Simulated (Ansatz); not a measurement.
**CdF$_{2}$: moving Cd off its site**

CdF$_{2}$, Fm-3m, a = 5.388 Å (as given, not relaxed at this level: 0.0 GPa). Ansatz: r2SCAN, PAW, 500 eV, Γ-centred 8×8×8 mesh on 3 atoms, Gaussian smearing 0.05 eV; no spin polarisation.

```yaml
crystal:
  lattice:
    - [0.00000, 2.69400, 2.69400]
    - [2.69400, 0.00000, 2.69400]
    - [2.69400, 2.69400, 0.00000]
  atoms:
    - { symbol: Cd, position: [0.00000, 0.00000, 0.00000] }
    - { symbol: F, position: [0.25000, 0.25000, 0.25000] }
    - { symbol: F, position: [0.75000, 0.75000, 0.75000] }
```

Atom 1 (Cd) moves by x along the unit vector (0.577, 0.577, 0.577), with its periodic images; all else is held. y is the free energy of the cell over the start, F the force along the path summed over the moved atoms. Symmetry makes y even in x.

| x (Å) | y (meV) | F (eV/Å) |
| --- | --- | --- |
| -0.3000 | 293.8 | 2.36 |
| -0.1500 | 62.6 | 0.88 |
| 0.0000 | 0.0 | 0.00 |
| 0.0375 | 3.7 | -0.20 |
| 0.0750 | 15.0 | -0.41 |
| 0.1125 | 34.4 | -0.63 |
| 0.1875 | 100.9 | -1.17 |
| 0.2250 | 150.8 | -1.50 |
| 0.2625 | ? | ? |

**Question.** Fit y = c2 x² + c4 x⁴ to the energies of the other rows, give the force constant, and predict energy and force of the missing row.

**Answer.** Least squares on the rows shown. y = 2617.5 x² + 7184.3 x⁴. The force constant is 2 c2 = 5.24 eV/Å² (for all images moving together, not for a lone atom). The force −dy/dx at the missing row is -1.89 eV/Å (computed -1.89). At x = 0.2625 the fit asked for gives 214.5 meV. The run gave 214.3 meV, so the fit is 0.2 meV too high, a small miss on the scale of the series.